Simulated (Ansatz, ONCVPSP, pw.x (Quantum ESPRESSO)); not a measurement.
tungsten (W) (fcc): variants of one ONCV potential in the solid

| Item | Value |
| --- | --- |
| Element | W |
| Generator | ONCVPSP 4.0.1.1 (patched build) |
| Type | optimised norm-conserving Vanderbilt (ONCV) |
| Functional | PBE |
| Relativity | scalar-relativistic |
| Frozen core | [Kr] 4d10 4f14 |
| Valence charge | 14 |
| Reference configuration | 5s2 5p6 5d4 6s2 |
| Partial waves | 5s+6s: rc 1.90 bohr, ncon 4, nbas 8, qcut 8.3 1/bohr, 2 projectors; 5p: rc 2.05 bohr, ncon 3, nbas 6, qcut 6 1/bohr, 1 projector; 5d: rc 2.80 bohr, ncon 5, nbas 10, qcut 5.2 1/bohr, 2 projectors, debl 3.3 Ha |
| Local potential | polynomial inside 1.55 bohr (lpopt 5, dvloc0 6 Ha) |
| Core correction | Teter function fitted to the true core (icmod 2), fcfact 0.65 |

Crystal test: fcc W in pw.x 7.5, no spin, 14³ k-points, Fermi–Dirac smearing 0.01 Ry, cutoffs set for each file from its atomic test. The reference is all-electron LAPW (Ansatz 0.2.0) with the same functional, mesh and smearing; V0 and B0 come from Birch–Murnaghan fits to the pressures at five volumes. Errors are pseudo minus all-electron; Δ is the rms difference of the E(V) curves that follow from these fits, minima aligned, over ±6 % about the mean V0. Mesh and smearing are coarse, so the numbers serve the comparison and aren't converged zero-temperature values; the lattice is a test structure that the element need not adopt.

All-electron: a0 = 4.039 Å (V0 = 16.47 Å³/atom), B0 = 280.9 GPa.

1 further variants are left out: they gave no file fit for a test, a broken result, the same result as the base, or pressures whose basis-set error rivals the error shown.

```tsv
change	cutoffs (Ry)	pw.x	a0 (Å)	a0 error (%)	B0 error (%)	Δ (meV/atom)	mean pressure error (GPa)
base	55/220	converged	4.028	-0.28	+0.9	8.6	-2.39
all radii but the core radius scaled by about 1.25 (s 2.38, p 2.56, d 3.50 bohr); local potential polynomial inside 1.94 bohr (lpopt 5, dvloc0 6 Ha)	50/200	converged	4.086	+1.16	-9.5	33.6	+9.37
p: rc 1.9, qcut 6.5, nproj 0; local potential the p channel	55/220	converged	3.990	-1.21	+8.8	37.8	-10.40
d: ncon 4, nbas 9	55/220	converged	4.028	-0.27	+0.4	8.4	-2.32
```

(1) Give the row for: reference 5s2 5p6 5d4; wave 5s+6s: rc 1.90 bohr, ncon 4, nbas 8, qcut 8.3 1/bohr, 2 projectors becomes 5s: rc 1.90 bohr, ncon 4, nbas 8, qcut 8.3 1/bohr, 2 projectors, debl 2 Ha.

Answers

(1) pw.x: converged; energies reset by the program; mean pressure error (GPa): -3.65; a0 (Å): 4.022; a0 error (%): -0.43; B0 error (%): +0.9; Δ (meV/atom): 13.2.
